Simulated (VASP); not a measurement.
# TiB (F-43m) in VASP: density of states with LDA

Aim: the density of states of TiB with LDA.

Everything below comes from runs of VASP 6.6.1. Logs are shortened: lines on timing, memory, paths and dates and some standing lists are left out, and cuts for length are marked.

**1. Starting point**

Symmetry: F-43m, No. 216, cubic system. Conventional cell: a = 4.959 Å, b = 4.959 Å, c = 4.959 Å, α = 90.00°, β = 90.00°, γ = 90.00°. Ti (site symmetry -43m) is surrounded by 4 B at 2.15 Å. B (site symmetry -43m) is surrounded by 4 Ti at 2.15 Å.

**2. Density of states, LDA**

POSCAR

```
TiB
1.0
    0.0000000000      2.4796241504      2.4796241504
    2.4796241504      0.0000000000      2.4796241504
    2.4796241504      2.4796241504      0.0000000000
Ti B
1 1
Direct
    0.2500000000      0.2500000000      0.2500000000
    0.0000000000      0.0000000000      0.0000000000
```

INCAR.step1

```
SYSTEM = TiB
PREC = Accurate ; ENCUT = 520
EDIFF = 1E-7 ; ISMEAR = 1
SIGMA = 0.15 ; LREAL = .False.
LASPH = .True. ; NELM = 100
ALGO = Normal ; ISIF = 2
LWAVE = .False. ; LCHARG = .True.
LMAXMIX = 4 ; GGA = CA
NBANDS = 14
```

KPOINTS.step1

```
Automatic mesh
0
Gamma
  9 9 9
  0 0 0
```

INCAR.step2

```
SYSTEM = TiB
PREC = Accurate ; ENCUT = 520
EDIFF = 1E-7 ; ISMEAR = -5
SIGMA = 0.15 ; LREAL = .False.
LASPH = .True. ; NELM = 100
ALGO = Normal ; ISIF = 2
LWAVE = .False. ; LCHARG = .False.
LMAXMIX = 4 ; GGA = CA
LORBIT = 10 ; NEDOS = 1001
ICHARG = 11
```

KPOINTS.step2

```
Automatic mesh
0
Gamma
  14 14 14
  0 0 0
```

Potentials or basis: VASP PAW LDA potentials, release 64 (Ti_sv, B).

On the command line:

```
cat potpaw_LDA.64/Ti_sv/POTCAR potpaw_LDA.64/B/POTCAR > POTCAR
cp INCAR.step1 INCAR
cp KPOINTS.step1 KPOINTS
mpirun -np 1 vasp_std > vasp.out
cp INCAR.step2 INCAR
cp KPOINTS.step2 KPOINTS
mpirun -np 1 vasp_std > vasp.out
```

OUTCAR:

```text
SYSTEM = TiB
   PREC = Accurate
   ENCUT = 520
   EDIFF = 1E-7
   ISMEAR = -5
   LREAL = .False.
   LASPH = .True.
   NELM = 100
   ISIF = 2
   GGA = CA
   LORBIT = 10
   ICHARG = 11

 ion  position               nearest neighbor table
   1  0.250  0.250  0.250-   2 2.15   2 2.15   2 2.15   2 2.15
   2  0.000  0.000  0.000-   1 2.15   1 2.15   1 2.15   1 2.15

  LATTYP: Found a face centered cubic cell.
 ALAT       =     4.9592483008

  Lattice vectors:

 A1 = (   0.0000000000,   2.4796241504,   2.4796241504)
 A2 = (   2.4796241504,   0.0000000000,   2.4796241504)
 A3 = (   2.4796241504,   2.4796241504,   0.0000000000)

Analysis of symmetry for initial positions (statically):
=====================================================================
 Subroutine PRICEL returns:
 Original cell was already a primitive cell.

 Routine SETGRP: Setting up the symmetry group for a
 face centered cubic supercell.

 Subroutine GETGRP returns: Found 24 space group operations
 (whereof 24 operations were pure point group operations)
 out of a pool of 48 trial point group operations.

The static configuration has the point symmetry T_d .

Analysis of symmetry for dynamics (positions and initial velocities):
=====================================================================
 Subroutine PRICEL returns:
 Original cell was already a primitive cell.

 Routine SETGRP: Setting up the symmetry group for a
 face centered cubic supercell.

 Subroutine GETGRP returns: Found 24 space group operations
 (whereof 24 operations were pure point group operations)
 out of a pool of 48 trial point group operations.

The dynamic configuration has the point symmetry T_d .

 Subroutine INISYM returns: Found 24 space group operations
 (whereof 24 operations are pure point group operations),
 and found     1 'primitive' translations

----------------------------------------------------------------------------------------

                                     Primitive cell

  volume of cell :      30.4921

  direct lattice vectors                    reciprocal lattice vectors
     0.000000000  2.479624150  2.479624150    -0.201643463  0.201643463  0.201643463
     2.479624150  0.000000000  2.479624150     0.201643463 -0.201643463  0.201643463
     2.479624150  2.479624150  0.000000000     0.201643463  0.201643463 -0.201643463

  length of vectors
     3.506718103  3.506718103  3.506718103     0.349256722  0.349256722  0.349256722

  position of ions in fractional coordinates (direct lattice)
     0.250000000  0.250000000  0.250000000
     0.000000000  0.000000000  0.000000000

  ion indices of the primitive-cell ions
   primitive index   ion index
                 1           1
                 2           2

----------------------------------------------------------------------------------------

 KPOINTS: Automatic mesh

Automatic generation of k-mesh.
 Grid dimensions read from file:
 generate k-points for:   14   14   14

 Generating k-lattice:

  Cartesian coordinates                     Fractional coordinates (reciprocal lattice)
    -0.014403104  0.014403104  0.014403104     0.071428571  0.000000000  0.000000000
     0.014403104 -0.014403104  0.014403104     0.000000000  0.071428571  0.000000000
     0.014403104  0.014403104 -0.014403104     0.000000000  0.000000000  0.071428571

  Length of vectors
     0.024946909  0.024946909  0.024946909

  Shift w.r.t. Gamma in fractional coordinates (k-lattice)
     0.000000000  0.000000000  0.000000000

 TETIRR: Found    389 inequivalent tetrahedra from    16464

 Subroutine IBZKPT returns following result:
 ===========================================

 Found    104 irreducible k-points:

 Following reciprocal coordinates:
            Coordinates               Weight
  0.000000  0.000000  0.000000      1.000000
  0.071429  0.000000  0.000000      8.000000
  0.142857  0.000000  0.000000      8.000000
  0.214286  0.000000  0.000000      8.000000
  0.285714  0.000000  0.000000      8.000000
  0.357143  0.000000  0.000000      8.000000
[... 16 lines left out ...]
  0.214286  0.142857  0.000000     24.000000
  0.285714  0.142857  0.000000     24.000000
 [... further k-points ...]
   k-points           NKPTS =    104   k-points in BZ     NKDIM =    104   number of bands    NBANDS=     11
   number of dos      NEDOS =   1001   number of ions     NIONS =      2
   total plane-waves  NPLWV =  21952
   dimension x,y,z NGX =    28 NGY =   28 NGZ =   28
   dimension x,y,z NGXF=    56 NGYF=   56 NGZF=   56
   ions per type =               1   1
   NGX,Y,Z   is equivalent  to a cutoff of  13.27, 13.27, 13.27 a.u.
   NGXF,Y,Z  is equivalent  to a cutoff of  26.55, 26.55, 26.55 a.u.
 SYSTEM =  TiB
   PREC   = accura    normal or accurate (medium, high low for compatibility)
   ISTART =      0    job   : 0-new  1-cont  2-samecut
   ICHARG =     11    charge: 1-file 2-atom 10-const
   ISPIN  =      1    spin polarized calculation?
   LNONCOLLINEAR =      F non collinear calculations
   LSORBIT =      F    spin-orbit coupling
   LASPH  =      T    aspherical Exc in radial PAW
   ENCUT  =  520.0 eV  38.22 Ry    6.18 a.u.   6.52  6.52  6.52*2*pi/ulx,y,z
   NELM   =    100;   NELMIN=  2; NELMDL=  0     # of ELM steps
   EDIFF  = 0.1E-06   stopping-criterion for ELM
   LREAL  =      F    real-space projection
   EDIFFG = 0.1E-05   stopping-criterion for IOM
   NSW    =      0    number of steps for IOM
   IBRION =     -1    ionic relax: 0-MD 1-quasi-New 2-CG
   NFREE  =      0    steps in history (QN), initial steepest desc. (CG)
   ISIF   =      2    stress and relaxation
   ISYM   =      2    0-nonsym 1-usesym 2-fastsym
   POTIM  = 0.5000    time-step for ionic-motion
   TEBEG  =    0.0;   TEEND  =   0.0 temperature during run
   PSTRESS=    0.0 pullay stress
   NELECT =      15.0000    total number of electrons
   NUPDOWN=      -1.0000    fix difference up-down
   EMIN   =  10.00;   EMAX   =-10.00  energy-range for DOS
   EFERMI =   0.00;   METHOD = LEGACY
   ISMEAR =    -5;   SIGMA  =   0.15  broadening in eV -4-tet -1-fermi 0-gaus
   EFERMI_NEDOS =   21; number of points for ismear=-14 and -15
   IALGO  =     38    algorithm
   IMIX   =      4    mixing-type and parameters
     AMIX     =   0.40;   BMIX     =  1.00
     AMIX_MAG =   1.60;   BMIX_MAG =  1.00
  volume/ion in A,a.u.               =      15.25       102.89
  Fermi-wavevector in a.u.,A,eV,Ry     =   1.292338  2.442164 22.723595  1.670137
  Thomas-Fermi vector in A             =   2.424052
   LORBIT       =     10    0 simple, 1 ext, 2 COOP (PROOUT), +10 PAW based schemes
   GGA     = CA    functional components
   LHFCALC =     F    Hartree Fock is set to
   AEXX    =    0.0000 exact exchange contribution
   IVDW    =     0    specifies the selected vdW correction
   LEPSILON=     F    determine dielectric tensor
   LRPA    =     F    only Hartree local field effects (RPA)
 non-spin polarized calculation
 Fermi weights with tetrahedron method with Bloechl corrections
  energy-cutoff  :      520.00
  volume of cell :       30.49
 maximum number of plane-waves:       869
 NGX is ok and might be reduce to    28

 number of electron      15.0000004 magnetization

 Free energy of the ion-electron system (eV)
  ---------------------------------------------------
  ext. energy  EPLUGINS =         0.00000000
  ---------------------------------------------------
  free energy    TOTEN  =       -14.39564131 eV

  energy without entropy =      -14.39564131  energy(sigma->0) =      -14.39564131

 E-fermi :   4.4362     XC(G=0): -10.6810

 val. band max:        4.4276817236   @ k =   0.5000   0.2857   0.1429
 cond. band min:       4.4477899644   @ k =   0.4286   0.2857   0.0714
 fundamental gap:      0.0201082408
 Fermi energy:         4.4362208007

 k-point     1 :       0.0000    0.0000    0.0000
  band No.  band energies     occupation
      1     -51.0323      2.00000
      2     -27.6287      2.00000
      3     -27.6287      2.00000
      4     -27.6287      2.00000
      5      -3.1580      2.00000
      6       3.4663      2.00000
      7       3.4663      2.00000
      8       3.4663      2.00000
      9       6.5155      0.00000
     10       6.5155      0.00000
     11      12.6439      0.00000

 k-point     2 :       0.0714    0.0000    0.0000
  band No.  band energies     occupation
      1     -51.0316      2.00000
      2     -27.6352      2.00000
      3     -27.6297      2.00000
      4     -27.6297      2.00000
      5      -3.0732      2.00000
      6       3.3994      2.00000
      7       3.5003      2.00000
      8       3.5003      2.00000
      9       6.4921      0.00000
     10       6.4921      0.00000
     11      12.4664      0.00000

 k-point     3 :       0.1429    0.0000    0.0000
  band No.  band energies     occupation
      1     -51.0298      2.00000
      2     -27.6532      2.00000
      3     -27.6325      2.00000
      4     -27.6325      2.00000
      5      -2.8258      2.00000
      6       3.2185      2.00000
      7       3.5912      2.00000
      8       3.5912      2.00000
      9       6.4438      0.00000
     10       6.4438      0.00000
     11      11.7341      0.00000
[... 267 lines left out ...]
 k-point    23 :       0.2143    0.1429    0.0000
  band No.  band energies     occupation
      1     -51.0271      2.00000
      2     -27.6693      2.00000
      3     -27.6431      2.00000
      4     -27.6419      2.00000
      5      -2.4278      2.00000
      6       2.9317      2.00000
      7       3.7752      2.00000
      8       3.7913      2.00000
      9       6.0094      0.00000
     10       6.6869      0.00000
     11      11.2810      0.00000

 k-point    24 :       0.2857    0.1429    0.0000
  band No.  band energies     occupation
      1     -51.0246      2.00000
      2     -27.6929      2.00000
      3     -27.6480      2.00000
      4     -27.6464      2.00000
      5      -2.0173      2.00000
      6       2.7353      2.00000
      7       3.8457      2.00000
      8       3.9199      2.00000
      9       5.9792      0.00000
     10       6.7512      0.00000
     11      10.1924      0.00000

 [... further k-points ...]

------------------------ aborting loop because EDIFF is reached ----------------------------------------

  FORCE on cell =-STRESS in cart. coord.  units (eV):
  Direction    XX          YY          ZZ          XY          YZ          ZX
  --------------------------------------------------------------------------------------
  -------------------------------------------------------------------------------------
  Total       -1.1246413     -1.1246413     -1.1246413      0.0000000     -0.0000000      0.0000000
  in kB      -59.0931358    -59.0931358    -59.0931358      0.0000000     -0.0000000      0.0000000
  external PRESSURE =     -59.0931358 kB  Pullay stress =       0.0000000 kB

 VOLUME and BASIS-vectors are now :
 -----------------------------------------------------------------------------
  energy-cutoff  :      520.00
  volume of cell :       30.49
      direct lattice vectors                 reciprocal lattice vectors
     0.000000000  2.479624150  2.479624150    -0.201643463  0.201643463  0.201643463
     2.479624150  0.000000000  2.479624150     0.201643463 -0.201643463  0.201643463
     2.479624150  2.479624150  0.000000000     0.201643463  0.201643463 -0.201643463

 POSITION                                       TOTAL-FORCE (eV/Angst)
 -----------------------------------------------------------------------------------
      1.23981      1.23981      1.23981         0.000000      0.000000      0.000000
      0.00000      0.00000      0.00000        -0.000000     -0.000000     -0.000000
 -----------------------------------------------------------------------------------
    total drift:                               -0.000001     -0.000001     -0.000001

  FREE ENERGIE OF THE ION-ELECTRON SYSTEM (eV)
  ---------------------------------------------------
  free  energy   TOTEN  =       -14.3956413118 eV

  energy  without entropy=      -14.3956413118  energy(sigma->0) =      -14.39564131

 total charge

# of ion       s       p       d       tot
------------------------------------------
    1        2.227   6.119   1.996  10.342
    2        0.811   1.040   0.000   1.851
--------------------------------------------------
tot          3.037   7.159   1.996  12.193
```

Wall time 18 s (1 thread of Intel Xeon 6975P-C (Granite Rapids), shared host); peak memory 0.16 GiB.

Results:

```
Valence electrons inside the program's atomic spheres : Ti 10.34; B 1.85
```

Levels at points of the mesh, in eV from the Fermi level:
```
           k point  band 5  band 6  band 7  band 8  band 9  band 10  band 11
(0.00, 0.00, 0.00)   -7.59   -0.97   -0.97   -0.97    2.08     2.08     8.21
(0.50, 0.00, 0.00)   -5.30   -2.24   -0.55   -0.55    2.49     2.49     3.19
(0.50, 0.50, 0.00)   -4.48   -2.77    0.67    0.89    0.89     2.76     3.75
```

States per cell in windows of 1 eV (zero at the Fermi level; states under -8 eV left out):
| from (eV) | total | Ti1_d | B2_p | B2_s | Ti1_p | Ti1_s | B2_d |
| --- | --- | --- | --- | --- | --- | --- | --- |
| -8.0 | 0.07 | 0.00 | 0.00 | 0.02 | 0.00 | 0.01 | 0.00 |
| -7.0 | 0.32 | 0.01 | 0.00 | 0.10 | 0.01 | 0.04 | 0.00 |
| -6.0 | 0.82 | 0.06 | 0.01 | 0.30 | 0.04 | 0.06 | 0.00 |
| -5.0 | 0.79 | 0.11 | 0.00 | 0.33 | 0.05 | 0.02 | 0.00 |
| -4.0 | 0.00 | 0.00 | 0.00 | 0.00 | 0.00 | 0.00 | 0.00 |
| -3.0 | 0.74 | 0.17 | 0.14 | 0.01 | 0.02 | 0.03 | 0.00 |
| -2.0 | 1.34 | 0.38 | 0.25 | 0.03 | 0.05 | 0.04 | 0.00 |
| -1.0 | 2.99 | 1.30 | 0.65 | 0.00 | 0.06 | 0.05 | 0.00 |
| 0.0 | 1.18 | 0.45 | 0.26 | 0.00 | 0.07 | 0.01 | 0.00 |
| 1.0 | 1.49 | 1.01 | 0.08 | 0.00 | 0.02 | 0.01 | 0.00 |
| 2.0 | 2.44 | 2.06 | 0.05 | 0.00 | 0.01 | 0.01 | 0.00 |
| 3.0 | 1.42 | 0.87 | 0.13 | 0.01 | 0.04 | 0.08 | 0.00 |
| 4.0 | 0.31 | 0.14 | 0.05 | 0.00 | 0.02 | 0.02 | 0.00 |
| 5.0 | 0.19 | 0.08 | 0.04 | 0.00 | 0.01 | 0.01 | 0.00 |
| 6.0 | 0.11 | 0.05 | 0.02 | 0.00 | 0.01 | 0.00 | 0.00 |
| 7.0 | 0.06 | 0.02 | 0.01 | 0.00 | 0.00 | 0.00 | 0.00 |

Caveat: tetrahedron occupations give inexact forces and stress in metals.
